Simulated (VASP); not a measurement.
Crystal: Co.

```
Co
1.0
     2.47200    0.00000    0.00000
    -1.23600    2.14081    0.00000
     0.00000    0.00000    4.02114
Co
2
Direct
  0.66667 0.33333 0.75000
  0.33333 0.66667 0.25000
```

Base run:

* Program: VASP 6.6.1
* Functional: PBEsol
* Potentials or basis: VASP PAW PBE potentials, release 64 (Co)
* Cutoff: 500 eV
* k mesh: 12 × 12 × 7
* Occupations: gaussian, width 0.1 eV
* Spin: collinear spin, ferromagnetic start
* Starting moments: [2.0, 2.0] μB

Its results: band gap on the k mesh none (metal or under the smearing width); pressure -6.6 GPa; net moment 3.19 μB per cell; site moments Co +1.60 μB.

Task: The run is repeated on the same cell with these changes: functional from PBEsol to PBE; cutoff from 500 eV to 520 eV. What comes out?

Result: Band gap on the k mesh none (metal or under the smearing width); pressure 3.8 GPa; net moment 3.20 μB per cell; site moments Co +1.61 μB.

PBE binds less tightly than PBEsol, so the same cell stands under more pressure.

Caveats: the PAW data sets were made with another functional, which shifts forces and pressure a little (some runs).
